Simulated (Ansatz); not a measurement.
Consider ZrO$_{2}$ in the fluorite structure (space group Fm-3m, No. 225).

```
CELL_PARAMETERS angstrom
      0.00000     2.54467     2.54467
      2.54467     0.00000     2.54467
      2.54467     2.54467     0.00000
ATOMIC_POSITIONS crystal
  Zr 0.00000 0.00000 0.00000
  O  0.25000 0.25000 0.25000
  O  0.75000 0.75000 0.75000
```

Cartesian axes are those of the cell as printed.

Calculations: Kohn–Sham DFT with the r2SCAN functional, run in Ansatz (a program for electronic structure) with PAW and 500 eV plane waves, no spin-orbit coupling.

Base values:

* **Valley order**: Γ 3.89 eV; X along ⟨100⟩ 4.29 eV; a point along ⟨110⟩, about 0.8 Å⁻¹ from Γ 4.29 eV; L along ⟨111⟩ 4.50 eV
* **Smallest direct gap**: 4.29 eV

One thing is altered: tensor shear ε_yz = −1.30 % (engineering shear γ = -0.0260), atoms relaxed at fixed cell.

Task: Predict the new valley order.

Result: The valley order (the lowest conduction-band minima on the path, energy above the VBM, named in the base's zone) goes from Γ 3.89 eV; X along ⟨100⟩ 4.29 eV; a point along ⟨110⟩, about 0.8 Å⁻¹ from Γ 4.29 eV; L along ⟨111⟩ 4.50 eV to Γ 3.89 eV; a point along [01-1], about 0.9 Å⁻¹ from Γ 4.20 eV; X along [100] 4.29 eV; X along [010] 4.29 eV.

Task: How does this affect the energy relative to the base?

Result: The energy increases by 1.6 meV/atom.

Task: Estimate the effect on the smallest direct gap.

Result: The smallest direct gap is still 4.29 eV.

Task: How does this affect the stress?

Result: The stress (xx, yy, zz, yz, xz, xy; compression positive) is (0.07, 0.11, 0.11, 1.83, 0.00, 0.00) GPa.

The cells carry an imposed strain or load. Stability against distortions was not tested. This is not the structure that ZrO2 has at room temperature and ambient pressure.
